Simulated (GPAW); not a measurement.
## Cu: band structure with RPBE

Crystal: Cu.

```xyz
1
Lattice="0.0000 1.8075 1.8075 1.8075 0.0000 1.8075 1.8075 1.8075 0.0000" Properties=species:S:1:pos:R:3 pbc="T T T"
Cu    0.0000    0.0000    0.0000
```

```yaml
Program: GPAW 26.7.0
Task: band structure
Functional: RPBE
Potentials_or_basis: the program's PAW data sets (release 1.2.1) made for this functional
Cutoff: 600 eV
Basis: pw
k_mesh: 13 × 13 × 13
Occupations: fermi-dirac, width 0.05 eV
Spin: no spin polarisation
Maxiter: 150
Band_path: GXWKGLUWLK,UX
Band_points: 100
```

- Pressure: 8.3 GPa
- Band gap along the path: none (metal or under the smearing width)

Levels at the corners of the path, in eV from the Fermi level:
```csv
point,band 1,band 2,band 3,band 4,band 5,band 6,band 7
Γ,-9.54,-3.20,-3.20,-3.20,-2.39,-2.39,22.66
X,-5.05,-4.58,-1.84,-1.67,-1.67,1.31,6.98
W,-4.32,-3.71,-3.71,-2.43,-1.67,6.04,6.04
K,-4.47,-4.24,-2.95,-2.26,-1.87,4.16,5.57
Γ,-9.54,-3.20,-3.20,-3.20,-2.39,-2.39,22.66
L,-5.23,-3.24,-3.24,-1.82,-1.82,-1.21,3.62
U,-4.47,-4.24,-2.95,-2.26,-1.87,4.16,5.57
W,-4.32,-3.71,-3.71,-2.43,-1.67,6.04,6.04
L,-5.23,-3.24,-3.24,-1.82,-1.82,-1.21,3.62
K,-4.47,-4.24,-2.95,-2.26,-1.87,4.16,5.57
U,-4.47,-4.24,-2.95,-2.26,-1.87,4.16,5.57
X,-5.05,-4.58,-1.84,-1.67,-1.67,1.31,6.98
```

Wall time 18 s on 1 thread of Arm Neoverse V1, with other jobs on the host, peak memory 0.16 GiB.

Caveat: with this Cu data set, volumes or pressures lay over 1.5 % or 2 GPa off other programs in two to four cells of ten.
